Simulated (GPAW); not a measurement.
Set up this calculation in GPAW 26.7.0, as an ASE script.

```
Task                : equation of state
Functional          : r2SCAN
Potentials or basis : GPAW PAW data sets (gpaw-data 1.2.1)
Cutoff              : 600 eV
Basis               : pw
k mesh              : 13 × 13 × 13
Occupations         : fermi-dirac, width 0.05 eV
Spin                : no spin polarisation
Maxiter             : 150
Eos scales          : [0.94, 0.96, 0.98, 1.0, 1.02, 1.04, 1.06]
```

The system is Cu.

```
Cu
1.0
     0.00000    1.80750    1.80750
     1.80750    0.00000    1.80750
     1.80750    1.80750    0.00000
Cu
1
Cartesian
  0.0000 0.0000 0.0000
```

These files were run (other wordings do the same):

run.py

```python
from ase import Atoms
from ase.eos import EquationOfState
from ase.io import Trajectory
from ase.units import GPa
from gpaw import GPAW, PW

atoms = Atoms(['Cu'],
              cell=[[0.0, 1.8075, 1.8075],
                    [1.8075, 0.0, 1.8075],
                    [1.8075, 1.8075, 0.0]],
              scaled_positions=[[0.0, 0.0, 0.0]],
              pbc=True)

traj = Trajectory('eos.traj', 'w')
volumes, energies = [], []
for x in [0.94, 0.96, 0.98, 1.0, 1.02, 1.04, 1.06]:
    a = atoms.copy()
    a.set_cell(atoms.cell * x**(1 / 3), scale_atoms=True)
    calc = GPAW(mode=PW(600),
                xc='MGGA_X_R2SCAN+MGGA_C_R2SCAN',
                kpts={'size': (13, 13, 13), 'gamma': True},
                occupations={'name': 'fermi-dirac', 'width': 0.05},
                nbands=14,
                convergence={'density': 1e-05, 'energy': 1e-05},
                maxiter=150,
                txt=f'eos-{x:.2f}.txt')
    a.calc = calc
    energies.append(a.get_potential_energy(force_consistent=True))
    volumes.append(a.get_volume())
    p = -a.get_stress()[:3].mean() / GPa
    calc.write(f'eos-{x:.2f}.gpw')
    traj.write(a)
    print(f'{x:.2f} {volumes[-1]:10.4f} A^3 {energies[-1]:14.6f} eV {p:9.3f} GPa', flush=True)

v0, e0, B = EquationOfState(volumes, energies, eos='birchmurnaghan').fit()
print(f'V0 = {v0:.4f} A^3, E0 = {e0:.6f} eV, B0 = {B / GPa:.2f} GPa')
```

Potentials or basis: GPAW PAW data sets (gpaw-data 1.2.1), pw.

Command:

```sh
$ OMP_NUM_THREADS=1 python run.py
```

It gave:

```
Equilibrium volume : 11.58 Å³/atom (rough: see the caveat)
Bulk modulus       : 162 GPa (rough)
```

Caveat: with this Cu data set, volumes or pressures lay over 1.5 % or 2 GPa off other programs in two to four cells of ten; the points scatter about the fit; the PAW data sets were made with another functional, which shifts forces and pressure a little.

Run time: 3.3 min on 1 thread of Arm Neoverse V2 (shared host), peak memory 0.58 GiB.
